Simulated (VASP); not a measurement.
SnTe: single point with PBE

Crystal: SnTe.

```
Te Sn
1.0
     0.00000    3.15085    3.15085
     3.15085    0.00000    3.15085
     3.15085    3.15085    0.00000
Te Sn
1 1
Direct
  0.50000 0.50000 0.50000
  0.00000 0.00000 0.00000
```

```json
{"Program": "VASP 6.6.1", "Task": "single point", "Functional": "PBE", "Potentials or basis": "VASP PAW PBE potentials, release 64 (Te, Sn_d)", "Cutoff": "900 eV", "k mesh": "11 × 11 × 11", "Occupations": "gaussian, width 0.05 eV", "Spin": "no spin polarisation"}
```

* Pressure: 2.3 GPa

Levels at points of the mesh, in eV from the Fermi level:
```tsv
k point	band 7	band 8	band 9	band 10	band 11	band 12	band 13	band 14
(0.00, 0.00, 0.00)	-4.74	-2.21	-2.21	-2.21	3.29	3.29	3.29	4.69
```

It took 92 s on 1 thread of Intel(R) Xeon(R) Platinum 8488C (Sapphire Rapids), with other jobs on the host, peak memory 0.38 GiB.

Caveat: this odd mesh misses L, where the gap lies, so gap, dielectric constants and Born charges aren't listed. The run has no spin-orbit coupling, so splittings on Te are missing.
